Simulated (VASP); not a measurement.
# Na (P6_3/mmc) in VASP: a series of runs

One crystal, Na, is run at these levels: PBE; tasks: single point.

Program: VASP 6.6.1. These are calculated values, not measurements. Logs are shortened: lines on timing, memory, paths and dates and some standing lists are left out, and cuts for length are marked.

## Step 1: Starting point

The structure is hexagonal, space group P6_3/mmc (No. 194). The conventional cell has a = 3.767 Å, b = 3.767 Å, c = 6.154 Å, α = 90.00°, β = 90.00°, γ = 120.00°. Na (site symmetry -6m2) is surrounded by 12 Na at 3.77 Å.

This isn't the form of Na at room conditions, which is bcc.

## Step 2: Single point, PBE

Input file INCAR:

```
SYSTEM = Na
PREC     = Accurate       ! precision mode
ENCUT    = 280            ! plane-wave cutoff, eV
EDIFF    = 1E-6           ! SCF threshold, eV
ISMEAR   = 0              ! smearing method
SIGMA    = 0.2            ! smearing width, eV
LREAL    = .FALSE.        ! projectors in reciprocal space
LASPH    = .TRUE.         ! aspherical terms in the spheres
NELM     = 100            ! most SCF steps
ALGO     = Normal         ! electronic algorithm
ISIF     = 2              ! what is computed and relaxed
LWAVE    = .FALSE.        ! write WAVECAR
LCHARG   = .FALSE.        ! write CHGCAR
GGA      = PE             ! functional
NBANDS   = 14             ! bands
ADDGRID  = .FALSE.
```

Input file KPOINTS:

```
regular mesh
0
G
  3 3 2
  0 0 0
```

Input file POSCAR:

```
Na
1.0
    3.7670000000      0.0000000000      0.0000000000
   -1.8835000000      3.2623176961      0.0000000000
    0.0000000000      0.0000000000      6.1540000000
Na
2
Direct
    0.6607270000      0.3253030000      0.7651560000
    0.3322080000      0.6634530000      0.2738460000
```

Potentials or basis: VASP PAW PBE potentials, release 64 (Na_pv).

Run with:

```console
$ cat potpaw_PBE.64/Na_pv/POTCAR > POTCAR
$ mpirun -np 1 vasp_std > vasp.out
```

OUTCAR:

```text
SYSTEM = Na
   PREC = Accurate
   ENCUT = 280
   EDIFF = 1E-6
   ISMEAR = 0
   LREAL = .FALSE.
   LASPH = .TRUE.
   NELM = 100
   ISIF = 2
   GGA = PE

 Found     10 irreducible k-points:

 Following reciprocal coordinates:
            Coordinates               Weight
  0.000000  0.000000  0.000000      1.000000
  0.333333 -0.000000  0.000000      2.000000
  0.000000  0.333333  0.000000      2.000000
 -0.333333  0.333333  0.000000      2.000000
  0.333333  0.333333  0.000000      2.000000
  0.000000  0.000000  0.500000      1.000000
   k-points           NKPTS =     10   k-points in BZ     NKDIM =     10   number of bands    NBANDS=     14
   number of dos      NEDOS =    301   number of ions     NIONS =      2
   total plane-waves  NPLWV =  20736
   dimension x,y,z NGX =    24 NGY =   24 NGZ =   36
   dimension x,y,z NGXF=    48 NGYF=   48 NGZF=   72
   ions per type =               2
   NGX,Y,Z   is equivalent  to a cutoff of  10.59, 10.59,  9.73 a.u.
   NGXF,Y,Z  is equivalent  to a cutoff of  21.18, 21.18, 19.45 a.u.
 SYSTEM =  Na
   PREC   = accura    normal or accurate (medium, high low for compatibility)
   ISTART =      0    job   : 0-new  1-cont  2-samecut
   ICHARG =      2    charge: 1-file 2-atom 10-const
   ISPIN  =      1    spin polarized calculation?
   LNONCOLLINEAR =      F non collinear calculations
   LSORBIT =      F    spin-orbit coupling
   LASPH  =      T    aspherical Exc in radial PAW
   ENCUT  =  280.0 eV  20.58 Ry    4.54 a.u.   5.14  5.14  8.40*2*pi/ulx,y,z
   NELM   =    100;   NELMIN=  2; NELMDL= -5     # of ELM steps
   EDIFF  = 0.1E-05   stopping-criterion for ELM
   LREAL  =      F    real-space projection
   EDIFFG = 0.1E-04   stopping-criterion for IOM
   NSW    =      0    number of steps for IOM
   IBRION =     -1    ionic relax: 0-MD 1-quasi-New 2-CG
   NFREE  =      0    steps in history (QN), initial steepest desc. (CG)
   ISIF   =      2    stress and relaxation
   ISYM   =      2    0-nonsym 1-usesym 2-fastsym
   POTIM  = 0.5000    time-step for ionic-motion
   TEBEG  =    0.0;   TEEND  =   0.0 temperature during run
   PSTRESS=    0.0 pullay stress
   NELECT =      14.0000    total number of electrons
   NUPDOWN=      -1.0000    fix difference up-down
   EMIN   =  10.00;   EMAX   =-10.00  energy-range for DOS
   EFERMI =   0.00;   METHOD = LEGACY
   ISMEAR =     0;   SIGMA  =   0.20  broadening in eV -4-tet -1-fermi 0-gaus
   EFERMI_NEDOS =   21; number of points for ismear=-14 and -15
   IALGO  =     38    algorithm
   IMIX   =      4    mixing-type and parameters
     AMIX     =   0.40;   BMIX     =  1.00
     AMIX_MAG =   1.60;   BMIX_MAG =  1.00
  volume/ion in A,a.u.               =      37.81       255.18
  Fermi-wavevector in a.u.,A,eV,Ry     =   0.933020  1.763153 11.844235  0.870527
  Thomas-Fermi vector in A             =   2.059678
   LORBIT       =      0    0 simple, 1 ext, 2 COOP (PROOUT), +10 PAW based schemes
   GGA     = PE    functional components
   LHFCALC =     F    Hartree Fock is set to
   AEXX    =    0.0000 exact exchange contribution
   IVDW    =     0    specifies the selected vdW correction
   LEPSILON=     F    determine dielectric tensor
   LRPA    =     F    only Hartree local field effects (RPA)
 non-spin polarized calculation
 Gauss-broadening in eV      SIGMA  =   0.20
  energy-cutoff  :      280.00
  volume of cell :       75.63
 maximum number of plane-waves:       820
 NGX is ok and might be reduce to    24
   NGX = 11   NGY = 11   NGZ = 17

 number of electron      13.9999976 magnetization

 Free energy of the ion-electron system (eV)
  ---------------------------------------------------
  ext. energy  EPLUGINS =         0.00000000
  ---------------------------------------------------
  free energy    TOTEN  =        -2.72991410 eV

  energy without entropy =       -2.67044731  energy(sigma->0) =       -2.70018070

 E-fermi :  -0.2839     XC(G=0):  -6.4512

 val. band max:       -0.3624752146   @ k =   0.3333  -0.0000   0.5000
 cond. band min:       0.8235530585   @ k =   0.0000   0.0000   0.0000
 fundamental gap:      1.1860282732
 Fermi energy:        -0.2838640147

 k-point     1 :       0.0000    0.0000    0.0000
  band No.  band energies     occupation
      1     -24.6667      2.00000
      2     -24.6376      2.00000
      3     -24.6373      2.00000
      4     -24.6332      2.00000
      5     -24.6329      2.00000
      6     -24.6328      2.00000
      7      -2.9674      2.00000
      8       0.8236      0.00000
      9       1.2064      0.00000
     10      10.1384      0.00000
     11      10.1463      0.00000
     12      10.4752      0.00000
     13      10.4890      0.00000
     14      10.6387      0.00000

 k-point     2 :       0.3333   -0.0000    0.0000
  band No.  band energies     occupation
      1     -24.6576      2.00000
      2     -24.6564      2.00000
      3     -24.6516      2.00000
      4     -24.6435      2.00000
      5     -24.6379      2.00000
      6     -24.6366      2.00000
      7      -1.3674      2.00000
      8       2.2732      0.00000
      9       2.5653      0.00000
     10       3.5120      0.00000
     11       6.6751      0.00000
     12       6.8451      0.00000
     13       7.6493      0.00000
     14       8.9142      0.00000

 k-point     3 :       0.0000    0.3333    0.0000
  band No.  band energies     occupation
      1     -24.6575      2.00000
      2     -24.6565      2.00000
      3     -24.6518      2.00000
      4     -24.6432      2.00000
      5     -24.6381      2.00000
      6     -24.6365      2.00000
      7      -1.3674      2.00000
      8       2.2730      0.00000
      9       2.5604      0.00000
     10       3.5201      0.00000
     11       6.6743      0.00000
     12       6.8515      0.00000
     13       7.6492      0.00000
     14       8.8931      0.00000

 k-point     4 :      -0.3333    0.3333    0.0000
  band No.  band energies     occupation
      1     -24.6575      2.00000
      2     -24.6565      2.00000
      3     -24.6517      2.00000
      4     -24.6433      2.00000
      5     -24.6380      2.00000
      6     -24.6365      2.00000
      7      -1.3674      2.00000
      8       2.2731      0.00000
      9       2.5628      0.00000
     10       3.5161      0.00000
     11       6.6747      0.00000
     12       6.8483      0.00000
     13       7.6493      0.00000
     14       8.9035      0.00000

 k-point     5 :       0.3333    0.3333    0.0000
  band No.  band energies     occupation
      1     -24.6575      2.00000
      2     -24.6531      2.00000
      3     -24.6530      2.00000
      4     -24.6479      2.00000
      5     -24.6462      2.00000
      6     -24.6457      2.00000
      7       1.5662      0.00000
      8       1.7508      0.00000
      9       1.7560      0.00000
     10       5.1710      0.00000
     11       5.1735      0.00000
     12       5.2648      0.00000
     13       5.3198      0.00000
     14       6.5880      0.00000

 k-point     6 :       0.0000    0.0000    0.5000
  band No.  band energies     occupation
      1     -24.6522      2.00000
      2     -24.6488      2.00000
      3     -24.6363      2.00000
      4     -24.6360      2.00000
      5     -24.6356      2.00000
      6     -24.6354      2.00000
      7      -1.9685      2.00000
      8      -1.9315      2.00000
      9       5.7199      0.00000
     10       5.7287      0.00000
     11      10.7128      0.00000
     12      10.7191      0.00000
     13      10.7319      0.00000
     14      10.7396      0.00000

 [... further k-points ...]

------------------------ aborting loop because EDIFF is reached ----------------------------------------

  FORCE on cell =-STRESS in cart. coord.  units (eV):
  Direction    XX          YY          ZZ          XY          YZ          ZX
  --------------------------------------------------------------------------------------
  -------------------------------------------------------------------------------------
  Total       -0.2202386     -0.2108065     -0.4187785     -0.0036204      0.0005941      0.0003799
  in kB       -4.6657835     -4.4659632     -8.8718779     -0.0766988      0.0125865      0.0080476
  external PRESSURE =      -6.0012082 kB  Pullay stress =       0.0000000 kB

 VOLUME and BASIS-vectors are now :
 -----------------------------------------------------------------------------
  energy-cutoff  :      280.00
  volume of cell :       75.63
      direct lattice vectors                 reciprocal lattice vectors
     3.767000000  0.000000000  0.000000000     0.265463233  0.153265269  0.000000000
    -1.883500000  3.262317696  0.000000000     0.000000000  0.306530538  0.000000000
     0.000000000  0.000000000  6.154000000     0.000000000  0.000000000  0.162495938

 POSITION                                       TOTAL-FORCE (eV/Angst)
 -----------------------------------------------------------------------------------
      1.87625      1.06124      4.70877         0.000899      0.002161      0.011640
      0.00181      2.16439      1.68525        -0.000899     -0.002161     -0.011640
 -----------------------------------------------------------------------------------
    total drift:                                0.000011      0.000190     -0.000006

  FREE ENERGIE OF THE ION-ELECTRON SYSTEM (eV)
  ---------------------------------------------------
  free  energy   TOTEN  =        -2.7299140978 eV

  energy  without entropy=       -2.6704473089  energy(sigma->0) =       -2.70018070
```

Run time: 5 s. Hardware: 1 thread of Intel Xeon Platinum 8488C (Sapphire Rapids), shared host; peak memory 0.14 GiB.

The run converged, but some of its settings lie outside the range that counts as converged, so its numbers aren't taken as properties of the crystal.

Results:

- Free energy: -2.7299 eV
- Largest force: 0.012 eV/Å
- Band gap on the k mesh: none (metal or under the smearing width)

Caveat: the k mesh is coarse (spacing up to 0.64 Å⁻¹), so the values aren't converged; the cutoff is under 1.25 times the usual one of these potentials, so pressure, stress and relaxed cells hold a basis-set (Pulay) error.

## Step 3: Single point, PBE

INCAR, as its differences from that of step 2:

```diff
@@ -2,3 +2,3 @@
 PREC     = Accurate       ! precision mode
-ENCUT    = 280            ! plane-wave cutoff, eV
+ENCUT    = 220            ! plane-wave cutoff, eV
 EDIFF    = 1E-6           ! SCF threshold, eV
```

Input file KPOINTS:

```
regular mesh
0
G
  4 4 2
  0 0 0
```

Input file POSCAR:

```
Na
1.0
    3.7670000000      0.0000000000      0.0000000000
   -1.8835000000      3.2623176961      0.0000000000
    0.0000000000      0.0000000000      6.1540000000
Na
2
Direct
    0.6666666667      0.3333333333      0.7500000000
    0.3333333333      0.6666666667      0.2500000000
```

Potentials or basis: VASP PAW PBE potentials, release 64 (Na_pv).

Run with:

```console
$ cat potpaw_PBE.64/Na_pv/POTCAR > POTCAR
$ mpirun -np 1 vasp_std > vasp.out
```

It took 2.4 s on 1 thread of Intel Xeon Platinum 8488C (Sapphire Rapids), shared host; peak memory 0.12 GiB.

The run converged, but a check on its numbers failed (symmetry, net force, bounds or a known fault of this set-up), so they aren't taken as properties of the crystal.

Caveat: the k mesh is coarse (spacing up to 0.51 Å⁻¹), so the values aren't converged; the cutoff lies under the usual one of these potentials, so the numbers hold a large basis-set error.

## Step 4: Single point, PBE

INCAR is that of step 3.

KPOINTS is that of step 3.

Input file POSCAR:

```
Na
1.0
    3.7670000000      0.0000000000      0.0000000000
   -1.8835000000      3.2623176961      0.0000000000
    0.0000000000      0.0000000000      6.1540000000
Na
2
Direct
    0.6607270000      0.3253030000      0.7651560000
    0.3322080000      0.6634530000      0.2738460000
```

Potentials or basis: VASP PAW PBE potentials, release 64 (Na_pv).

Run with:

```console
$ cat potpaw_PBE.64/Na_pv/POTCAR > POTCAR
$ mpirun -np 1 vasp_std > vasp.out
```

OUTCAR:

```text
SYSTEM = Na
   PREC = Accurate
   ENCUT = 220
   EDIFF = 1E-6
   ISMEAR = 0
   LREAL = .FALSE.
   LASPH = .TRUE.
   NELM = 100
   ISIF = 2
   GGA = PE

 Found     20 irreducible k-points:

 Following reciprocal coordinates:
            Coordinates               Weight
  0.000000  0.000000  0.000000      1.000000
  0.250000 -0.000000  0.000000      2.000000
  0.000000  0.250000  0.000000      2.000000
 -0.250000  0.250000  0.000000      2.000000
  0.500000 -0.000000  0.000000      1.000000
  0.000000  0.500000  0.000000      1.000000
   k-points           NKPTS =     20   k-points in BZ     NKDIM =     20   number of bands    NBANDS=     14
[... 181 lines left out ...]
  --------------------------------------------------------------------------------------
  -------------------------------------------------------------------------------------
  Total       -4.1696176     -4.1561178     -5.1022185     -0.0036496      0.0003648      0.0002022
  in kB      -88.3339090    -88.0479128   -108.0911842     -0.0773175      0.0077274      0.0042831
  external PRESSURE =     -94.8243353 kB  Pullay stress =       0.0000000 kB

 VOLUME and BASIS-vectors are now :
 -----------------------------------------------------------------------------
  energy-cutoff  :      220.00
  volume of cell :       75.63
      direct lattice vectors                 reciprocal lattice vectors
     3.767000000  0.000000000  0.000000000     0.265463233  0.153265269  0.000000000
    -1.883500000  3.262317696  0.000000000     0.000000000  0.306530538  0.000000000
     0.000000000  0.000000000  6.154000000     0.000000000  0.000000000  0.162495938

 POSITION                                       TOTAL-FORCE (eV/Angst)
 -----------------------------------------------------------------------------------
      1.87625      1.06124      4.70877         0.001639      0.001361      0.016239
      0.00181      2.16439      1.68525        -0.001639     -0.001361     -0.016239
 -----------------------------------------------------------------------------------
    total drift:                                0.000028     -0.000121     -0.000123

  FREE ENERGIE OF THE ION-ELECTRON SYSTEM (eV)
  ---------------------------------------------------
  free  energy   TOTEN  =        -2.4265263731 eV

  energy  without entropy=       -2.3778991351  energy(sigma->0) =       -2.40221275
```

Run time: 4.2 s. Hardware: 1 thread of Intel Xeon Platinum 8488C (Sapphire Rapids), shared host; peak memory 0.11 GiB.

The run converged, but a check on its numbers failed (symmetry, net force, bounds or a known fault of this set-up), so they aren't taken as properties of the crystal.

Caveat: the k mesh is coarse (spacing up to 0.51 Å⁻¹), so the values aren't converged; the cutoff lies under the usual one of these potentials, so the numbers hold a large basis-set error.

## Step 5: Single point, PBE

INCAR, as its differences from that of step 4:

```diff
@@ -2,3 +2,3 @@
 PREC     = Accurate       ! precision mode
-ENCUT    = 220            ! plane-wave cutoff, eV
+ENCUT    = 340            ! plane-wave cutoff, eV
 EDIFF    = 1E-6           ! SCF threshold, eV
```

Input file KPOINTS:

```
regular mesh
0
G
  3 3 2
  0 0 0
```

Input file POSCAR:

```
Na
1.0
    3.7670000000      0.0000000000      0.0000000000
   -1.8835000000      3.2623176961      0.0000000000
    0.0000000000      0.0000000000      6.1540000000
Na
2
Direct
    0.6666666667      0.3333333333      0.7500000000
    0.3333333333      0.6666666667      0.2500000000
```

Run with:

```console
$ cat potpaw_PBE.64/Na_pv/POTCAR > POTCAR
$ mpirun -np 1 vasp_std > vasp.out
```

Run time: 2.6 s. Hardware: 1 thread of Intel Xeon Platinum 8488C (Sapphire Rapids), shared host; peak memory 0.14 GiB.

The run converged, but some of its settings lie outside the range that counts as converged, so its numbers aren't taken as properties of the crystal.

What came out:

- Free energy: -2.7338 eV
- Pressure: -0.3 GPa
- Band gap on the k mesh: none (metal or under the smearing width)

Caveat: the k mesh is coarse (spacing up to 0.64 Å⁻¹), so the values aren't converged.

(Part 1 of 2 ends here.)
